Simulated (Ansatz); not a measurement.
An 8-atom cell of GeS started from a crystallographic database, relaxed with r2SCAN+rVV10: 3 runs in Ansatz 0.2.0, each a calculation of independent-particle optics. It is orthorhombic, Pnma (No. 62); conventional cell a = 10.608 Å, b = 3.608 Å, c = 4.422 Å, 21.16 Å³ an atom. Ge has 3 S at 2.42–2.44 Å; S has 3 Ge at 2.42–2.44 Å. Calculated for a static, non-magnetic cell.

```xyz
8
Lattice="10.6078 0.0000 0.0000 0.0000 3.6081 0.0000 0.0000 0.0000 4.4223" Properties=species:S:1:pos:R:3 pbc="T T T"
Ge    1.3268    0.9020    0.5671
Ge    3.9771    2.7061    2.7782
Ge    6.6307    0.9020    1.6441
Ge    9.2810    2.7061    3.8553
S     8.9872    0.9020    2.2637
S     6.9245    2.7061    0.0525
S     3.6833    0.9020    4.3698
S     1.6206    2.7061    2.1587
```

On meshes this coarse, single peaks can be features of the mesh. No local fields, no excitons; the zone sum runs over the cells of the mesh, and ε∞ includes the bands left out of the spectrum. Up to four peaks are listed, those above 15 % of the tallest and inside the complete range; the four can differ from row to row.

```
functional  k mesh  broadening (eV)    scissors (eV)  range (eV)  direct gap on the mesh before scissors (eV)  ε∞ xx  ε∞ yy  ε∞ zz  complete up to (eV)  tallest peaks of mean ε₂ (eV)
       PBE   2×6×6              0.1             0.00        0–12                                         1.10  12.89  12.84  12.47                 12.0            2.90 3.25 4.20 5.25
       LDA   2×6×6              0.1             0.00        0–12                                         1.01  13.65  13.55  13.23                 12.0            2.35 2.80 4.10 5.15
       PBE   2×6×6              0.1  0.58 (to HSE06)        0–12                                         1.10  11.22  11.29  10.92                 12.0            3.50 3.85 4.80 5.85
```

Spin-orbit coupling is left out.
